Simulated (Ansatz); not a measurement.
# HgTe (Coloradoite) (F-43m) in Ansatz: further runs

The runs below take HgTe (Coloradoite) through single point, relaxation of cell and atoms, with PBE, BLYP+D3(BJ), revPBE+D3(BJ).

Everything below comes from runs of Ansatz 0.2.0. Logs are shortened: lines on timing, memory, paths and dates and some standing lists are left out, and cuts for length are marked.

### 1 Starting point

It takes space group F-43m (No. 216, cubic). The conventional cell has a = 6.429 Å, b = 6.429 Å, c = 6.429 Å, α = 90.00°, β = 90.00°, γ = 90.00°. Hg (site symmetry -43m) has 4 Te at 2.78 Å as nearest neighbours. Te (site symmetry -43m) has 4 Hg at 2.78 Å as nearest neighbours.

### 2 Single point, PBE

Input file input.yaml:

```yaml
crystal:
  lattice:
    - [0.0, 3.2145, 3.2145]
    - [3.2145, 0.0, 3.2145]
    - [3.2145, 3.2145, 0.0]
  atoms:
    - { symbol: Hg, position: [0.0, 0.0, 0.0] }
    - { symbol: Te, position: [0.75, 0.75, 0.75] }
kpoints:
  mp_grid: { grid: [5, 5, 5] }
scf:
  occupations: { method: fermi_dirac, width: 0.04 }
hamiltonian:
  xc: pbe
  pseudopotentials: { kind: all_electron, lapw: { basis_error: 0.002 } }
output:
  forces: true
  stress: true
  eigenvalues: true
```

Potentials or basis: all-electron LAPW, scalar-relativistic.

On the command line:

```sh
$ ansatz run input.yaml --threads 1 --pin off --max-ram 3072MiB --backend cpu --events-out ev --progress --plain --runs-dir out
```

Standard output:

```text
Warning: RAYON_NUM_THREADS=1 ignored (pool sized by the plan → 1); use --threads N
LAPW: plane waves up to 7.976 Å⁻¹, error target 2.0e-3 eV per atom; small_component_spin mean_spin; Te in spheres of 1.371 Å, 24 of its electrons in bands, Dirac shells []; Hg in spheres of 1.413 Å, 44 of its electrons in bands, Dirac shells [] (how accurate: hamiltonian.pseudopotentials.lapw.basis_error, Limitations)
Engine: ansatz 0.2.0, aarch64-unknown-linux-gnu
Pseudopotentials: kind: all_electron
Pseudopotential: Hg, LAPW, valence charge 44, lapw/all_electron/scalar/gaussian/Hg, Koelling and Harmon's equation, gaussian nucleus
Pseudopotential: Te, LAPW, valence charge 24, lapw/all_electron/scalar/gaussian/Te, Koelling and Harmon's equation, gaussian nucleus
Functional definition: PBE
  parameter kappa = 0.804
  parameter beta = 0.06672455060314922
  exchange = pbe_x(kappa = kappa, mu = beta*pi^2/3)
  correlation = pbe_c(beta = beta)
Crystal: 2 atoms, lattice volume = 66.431 Å³
Basis set: ecut = 242.37741735801688 eV, 537 PW (Γ), exchange–correlation at level 2
Bands: 41, of which v1, the nominal top of the filled ones, is band 34 counted from 1 (33 counted from 0)
Symmetry: 24 space group operations
Space group: F-43m (ITA 216), of the structure as read, at distance tolerance 4.1e-5 Å
k-points: 10 of 125 (time reversal used)
Non-local potential: Hg, projectors of the file, none
Non-local potential: Te, projectors of the file, none
Initial density: superposition of atomic densities (chi_scale 0.1, normalization cell, long waves kept (reshape's long-wave potential 0.00 eV rms))
Initial wavefunctions: plane waves of lowest kinetic energy (no species holds an atomic orbital)
Functional: x = pbe(κ = 0.804, μ = 0.2195149727645171), c = pbe(β = 0.06672455060314922)
iter 1 solved again at ethr=6.33e-4 eV; its pass at ethr=1.00e-1 eV (dr2=4.31e-1 eV) is discarded
SCF iter   1: F=—  HF=-718714.652472 eV  |F-HF|=—  |Δ(HF+E_count)|=         —  Δρ=1.89e-2  dr2=4.31e-1  ethr=6.33e-4  ⟨swp⟩=2.2  Hψ=2551  notcnv=0
preconditioner: auto → none  [insulator: Δε(μ)=0.907 eV  Ē_g=12.326 eV  σ=0.040 eV  W_gap=0.67  n_scr=14 (ndim 8)  ℏωp=19.3 eV  f_vac=0.316  D(μ)=0.27/eV (n_scr^D=0)  ε∞_Penn≈3.5]
iter 2 solved again at ethr=4.25e-5 eV; its pass at ethr=6.33e-4 eV (dr2=2.89e-2 eV) is discarded
SCF iter   2: F=—  HF=-718714.469093 eV  |F-HF|=—  |Δ(HF+E_count)|=   1.83e-1  Δρ=6.09e-3  dr2=2.90e-2  ethr=4.25e-5  ⟨swp⟩=2.0  Hψ=2117  notcnv=0
SCF iter   3: F=—  HF=-718714.433926 eV  |F-HF|=—  |Δ(HF+E_count)|=   3.52e-2  Δρ=3.70e-3  dr2=7.33e-3  ethr=4.25e-5  ⟨swp⟩=2.0  Hψ=1260  notcnv=0
SCF iter   4: F=—  HF=-718714.434241 eV  |F-HF|=—  |Δ(HF+E_count)|=   3.15e-4  Δρ=9.44e-4  dr2=4.71e-4  ethr=1.08e-5  ⟨swp⟩=2.0  Hψ=1191  notcnv=0
SCF iter   5: F=—  HF=-718714.434316 eV  |F-HF|=—  |Δ(HF+E_count)|=   7.54e-5  Δρ=1.33e-4  dr2=7.76e-6  ethr=6.92e-7  ⟨swp⟩=2.5  Hψ=1201  notcnv=0
SCF iter   6: F=—  HF=-718714.434328 eV  |F-HF|=—  |Δ(HF+E_count)|=   1.18e-5  Δρ=2.71e-5  dr2=4.64e-7  ethr=1.14e-8  ⟨swp⟩=3.0  Hψ=1224  notcnv=0
SCF iter   7: F=-718714.434329 eV  HF=-718714.434329 eV  |F-HF|=8.92e-8  |Δ(HF+E_count)|=   1.06e-6  Δρ=7.49e-6  dr2=3.09e-8  ethr=6.83e-10  ⟨swp⟩=3.0  Hψ=1252  notcnv=0
SCF 1 converged in 7 iterations: F = -718714.434329 eV  dr2 = 3.09e-8
SCF converged after 7 iterations
Free energy (F): -718714.434329 eV
Harris-Foulkes:  -718714.434329 eV  (|F-HF|=8.92e-8)
Internal energy: -718714.433104 eV  (E = F + TS)
E sigma→0 (E₀):  -718714.433717 eV
Entropy (-TS):   -0.001224 eV (-0.612 meV/atom)
Fermi energy:    11.179081 eV
--- Per-component energies (eV) ---
  E_band       = -6058.878836
  E_kinetic    = 805990.096251
  E_xc         = -14927.740445
  E_electrostatic = -1509776.788910  (all electrons and nuclei)
  E_smearing   = -0.001224  (= −TS)
  E_closure    = 0.000000  (closes the sum)
  E_atoms      = -718710.908198  (free atoms, spherical and without spin; not in F)
  Σ components = -718714.434329   (vs F -718714.434329, Δ=0.00e0)
  Basis errors (estimates in eV, not in F): energy 8.6e-4 per atom: plane waves 8.0e-4 (4.7e-4 summed), levels above the bands 8.8e-107, relativity 8.6e-8, radial functions 5.6e-5, core shells 1.3e-8; eigenvalues (radial functions only) 2.1e-6; not estimated: angular momenta, meshes, grids; target (lapw.basis_error) 2.0e-3; muffin-tin radii Te 1.371 Å, Hg 1.413 Å
--- Forces (eV/Å), atoms counted from 1 ---
  atom   1  Hg     0.00000000    -0.00000000     0.00000000
  atom   2  Te    -0.00000000     0.00000000    -0.00000000
  max |Σ_I F_I| component: 1.62e-17 eV/Å
--- Stress (GPa, compression-positive) ---
        4.711149      -0.000000      -0.000000
       -0.000000       4.711149       0.000000
       -0.000000       0.000000       4.711149
  P = ⅓ Tr σ = 4.7111 GPa (47.111 kbar)
--- Band table (eV; the first three rows and the last of 10) ---
  k-point 0: bands = ["-334.0880", "-334.0880", "-334.0860", "-334.0860", "-334.0860", "-148.2405", "-103.8405", "-98.2798", "-98.2798", "-98.2798", "-81.7865", "-81.7865", "-81.7865", "-81.7854", "-81.7854", "-81.7854", "-81.7841", "-52.2941", "-52.2941", "-52.2941", "-25.6178", "-25.6178", "-25.6178", "-25.6090", "-25.6090", "-0.9502", "3.6952", "3.6952", "3.6952", "4.2432", "4.2432", "10.4681", "11.1513", "11.1513", "11.1513", "15.3615", "15.3615", "15.3615", "17.6155", "20.8754", "20.8754"]
  k-point 1: bands = ["-334.0880", "-334.0880", "-334.0860", "-334.0860", "-334.0860", "-148.2405", "-103.8405", "-98.2798", "-98.2798", "-98.2798", "-81.7865", "-81.7865", "-81.7865", "-81.7854", "-81.7854", "-81.7854", "-81.7841", "-52.2942", "-52.2942", "-52.2942", "-25.6180", "-25.6177", "-25.6177", "-25.6089", "-25.6089", "-0.7582", "3.7462", "3.7462", "3.7841", "4.2402", "4.2402", "8.3646", "10.7472", "10.7472", "12.0269", "15.6354", "15.8614", "15.8614", "18.9990", "19.6923", "19.6923"]
  k-point 2: bands = ["-334.0880", "-334.0880", "-334.0860", "-334.0860", "-334.0860", "-148.2405", "-103.8405", "-98.2798", "-98.2798", "-98.2798", "-81.7865", "-81.7865", "-81.7865", "-81.7854", "-81.7854", "-81.7854", "-81.7841", "-52.2943", "-52.2942", "-52.2942", "-25.6182", "-25.6176", "-25.6176", "-25.6089", "-25.6089", "-0.4191", "3.8137", "3.8137", "4.2584", "4.2584", "4.2783", "6.1000", "10.2138", "10.2138", "11.9005", "16.1826", "16.1826", "17.7038", "18.6777", "20.6116", "20.6116"]
  k-point 9: bands = ["-334.0880", "-334.0880", "-334.0860", "-334.0860", "-334.0860", "-148.2405", "-103.8405", "-98.2798", "-98.2798", "-98.2798", "-81.7865", "-81.7865", "-81.7865", "-81.7854", "-81.7854", "-81.7854", "-81.7841", "-52.2943", "-52.2942", "-52.2942", "-25.6183", "-25.6178", "-25.6174", "-25.6089", "-25.6086", "-0.2046", "3.9086", "3.9370", "4.1416", "4.2521", "4.6481", "5.8540", "8.3561", "9.0484", "14.0127", "15.3725", "16.2956", "18.5516", "19.5211", "21.2939", "22.8522"]
```

Run time: 8 s. Hardware: 1 thread of Arm Neoverse V2, shared host; peak memory 0.26 GiB.

Results:

```yaml
Free_energy: -718714.4343 eV
Pressure: 4.7 GPa
Band_gap_on_the_k_mesh: none (metal or under the smearing width)
```

Levels at points of the mesh, in eV from the Fermi level:
```
           k point  band 30  band 31  band 32  band 33  band 34  band 35  band 36  band 37  band 38  band 39
(0.00, 0.00, 0.00)    -6.94    -6.94    -0.71    -0.03    -0.03    -0.03     4.18     4.18     4.18     6.44
```

Caveat: the k mesh is thin for a metal, which can move the energy by tens of meV per atom. Spin-orbit coupling is left out, which matters for the levels of Hg, Te.

### 3 Single point, PBE

Input file input.yaml:

```yaml
crystal:
  lattice:
    - [0.0, 3.2145, 3.2145]
    - [3.2145, 0.0, 3.2145]
    - [3.2145, 3.2145, 0.0]
  atoms:
    - { symbol: Hg, position: [0.0, 0.0, 0.0] }
    - { symbol: Te, position: [0.75, 0.75, 0.75] }
kpoints:
  mp_grid: { grid: [7, 7, 7] }
scf:
  occupations: { method: gaussian, width: 0.012 }
hamiltonian:
  xc: pbe
  pseudopotentials: { kind: all_electron, lapw: { basis_error: 0.001 } }
output:
  forces: true
  stress: true
  eigenvalues: true
```

Potentials or basis: all-electron LAPW, scalar-relativistic.

On the command line:

```sh
$ ansatz run input.yaml --threads 1 --pin off --max-ram 3072MiB --backend cpu --events-out ev --progress --plain --runs-dir out
```

Run time: 16 s. Hardware: 1 thread of Arm Neoverse V2, shared host; peak memory 0.3 GiB.

It converged, with:

```
Free energy            : -718714.4620 eV
Pressure               : 4.6 GPa
Band gap on the k mesh : none (metal or under the smearing width)
```

Levels at points of the mesh, in eV from the Fermi level:
| k point | band 32 | band 33 | band 34 | band 35 | band 36 | band 37 |
| --- | --- | --- | --- | --- | --- | --- |
| (0.00, 0.00, 0.00) | -0.68 | 0.00 | 0.00 | 0.00 | 4.21 | 4.21 |

(Continued in part 2 of 2.)
